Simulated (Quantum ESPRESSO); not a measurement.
**MnO2 under changes of volume**

One of the cells (12.025 Å³/atom); the others are scaled copies at fixed shape and fractional positions:

```
Mn O
1.0
     2.85496    0.00000    0.00000
    -1.42748    2.47246    0.00000
     0.00000    0.00000   10.22174
Mn O
2 4
Direct
  0.00000 0.00000 0.50000
  0.00000 0.00000 0.00000
  0.66667 0.33333 0.40686
  0.66667 0.33333 0.09314
  0.33333 0.66667 0.59314
  0.33333 0.66667 0.90686
```

Measurements of this composition are mostly on another form, of space group No. 136.

* Program: Quantum ESPRESSO 7.5
* Functional: PBEsol
* Potentials or basis: GBRV 1.5 PBEsol
* Cutoff: 612 eV
* Density cutoff: 4898 eV
* k mesh: 11 × 11 × 3
* Occupations: fermi-dirac, width 0.05 eV
* Spin: collinear spin, ferromagnetic start
* Starting moments: [4.0, 4.0, 0.0, 0.0, 0.0, 0.0] μB

```tsv
volume (Å³/atom)	energy over the lowest point (meV/atom)	pressure (GPa)	gap on the mesh (eV)	largest force (eV/Å)
11.304	?	?	?	?
11.544	6.62	6.1	0.65	0.481
11.785	0.33	2.0	0.73	0.152
12.025	0.00	-1.7	0.81	0.148
12.266	5.04	-5.1	0.88	0.424
12.507	14.76	-8.0	0.95	0.677
12.747	28.72	-10.7	1.01	0.910
```

Q: What does the run at 11.304 Å³/atom give?

A: Energy over the lowest point 19.47 meV/atom; pressure 10.8 GPa; gap on the mesh 0.57 eV; largest force 0.839 eV/Å.

Worked out: A Birch-Murnaghan fit of order 3 (a polynomial in V^(-2/3)) to the other rows has its minimum at 11.92 Å³/atom with B0 = V·E''(V) = 184 GPa and B' = 4.7 at fixed shape and positions, which overstates the stiffness. It gives 19.55 meV/atom at 11.304 Å³/atom, against the run's 19.47, and -dE/dV = 11.0 GPa, against 10.8. A straight line through the other rows of the gap, of slope 3.65 eV per unit of ln V, extrapolates to 0.58 eV, against the run's 0.57.

Energies are extrapolated to zero smearing.

Caveats: an odd mesh through Γ misses points on the zone boundary, where band edges often lie; only a ferromagnetic start was run, and an antiferromagnetic order may lie lower in energy.
